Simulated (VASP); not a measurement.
Here is a VASP 6.6.1 calculation.

The input INCAR:

```
ALGO = Fast
EDIFF = 1E-7
ENCUT = 520
GGA = PE
ISIF = 2
ISMEAR = 0
ISPIN = 2
IVDW = 12
LASPH = T
LCHARG = F
LMAXMIX = 4
LORBIT = 11
LREAL = F
LWAVE = F
MAGMOM = 1.84 1.84
NBANDS = 20
NELM = 150
PREC = Accurate
SIGMA = 0.1
```

File KPOINTS:

```
k-points
0
Gamma
  21 21 10
```

The input POSCAR:

```
Co
1.0
    2.4689347438      0.0000000029      0.0000000000
   -1.2344673744      2.1381602070      0.0000000000
    0.0000000000      0.0000000000      3.9920614292
Co
2
Direct
    0.6666666667      0.3333333333      0.2499996265
    0.3333333333      0.6666666667      0.7500003735
```

Potentials or basis: VASP PAW PBE potentials, release 64 (Co).

Command:

```console
$ cat potpaw_PBE.64/Co/POTCAR > POTCAR
$ mpirun -np 1 vasp_std > vasp.out
```

Task: Estimate the band gap on the k mesh.

Result: None (metal or under the smearing width).

Task: Estimate the pressure.

Result: -0.9 GPa.

Task: What does it give for the net moment?

Result: 3.14 μB per cell.

Stress tensor (GPa, compression positive):
```
-0.85  0.00  0.00
 0.00 -0.85  0.00
 0.00  0.00 -1.01
```

Caveat: pairwise dispersion overbinds metals, which lowers pressure and volume.
